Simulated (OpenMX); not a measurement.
SiO2 under changes of volume

One of the cells (18.553 Å³/atom); the others are scaled copies at fixed shape and fractional positions:

```xyz
12
Lattice="-2.6233 4.7768 4.4417 2.6233 -4.7768 4.4417 2.6233 4.7768 -4.4417" Properties=species:S:1:pos:R:3 pbc="T T T"
Si    2.6233   -0.8083    3.0643
Si    2.6233    3.9685   -3.0643
Si    0.0000    5.5850    1.3774
Si    0.0000    0.8083    7.5059
O     0.0000    4.7768    0.0000
O     0.0000    0.0000    0.0000
O    -1.3117    5.1892    2.2208
O     1.3117   -0.4125    2.2208
O     1.3117    4.3643   -2.2208
O     1.3117    5.1892    2.2208
O     0.0000    7.1651    1.0599
O     2.6233   -2.3884    3.3818
```

The cell comes from a database or a generator and needn't be the stable form of this composition.

* Program: OpenMX 3.8.5
* Functional: PBE
* Potentials or basis: OpenMX 2013 PBE set, Si7.0-s2p1d1, O6.0-s2p2, fixed grid of 80 × 54 × 56 points
* k mesh: 7 × 7 × 7
* Occupations: fermi-dirac, width 0.05 eV
* Spin: no spin polarisation

| volume (Å³/atom) | energy over the lowest point (meV/atom) | gap on the mesh (eV) | largest force (eV/Å) |
| --- | --- | --- | --- |
| 17.440 | 107.49 | 6.92 | 0.762 |
| 17.811 | 70.79 | 6.79 | 0.588 |
| 18.182 | 42.57 | 6.64 | 0.546 |
| 18.553 | 22.07 | 6.47 | 0.504 |
| 18.924 | ? | ? | ? |
| 19.295 | 1.40 | 6.08 | 0.425 |
| 19.666 | 0.00 | 5.87 | 0.386 |

Question: What does the run at 18.924 Å³/atom give?

Answer: Energy over the lowest point 8.56 meV/atom; gap on the mesh 6.28 eV; largest force 0.464 eV/Å.

Worked out: A Birch-Murnaghan fit of order 3 (a polynomial in V^(-2/3)) to the other rows has its minimum at 19.57 Å³/atom with B0 = V·E''(V) = 122 GPa and B' = 4.0 at fixed shape and positions, which overstates the stiffness. It gives 8.56 meV/atom at 18.924 Å³/atom, against the run's 8.56. A parabola through the other rows of the gap, of slope -9.86 eV per unit of ln V (its deformation potential) there, gives 6.28 eV, against the run's 6.28.

Energies are extrapolated to zero smearing.

Caveats: an odd mesh through Γ misses points on the zone boundary, where band edges often lie; the basis of atomic orbitals isn't converged, which shifts pressures, moduli and gaps.
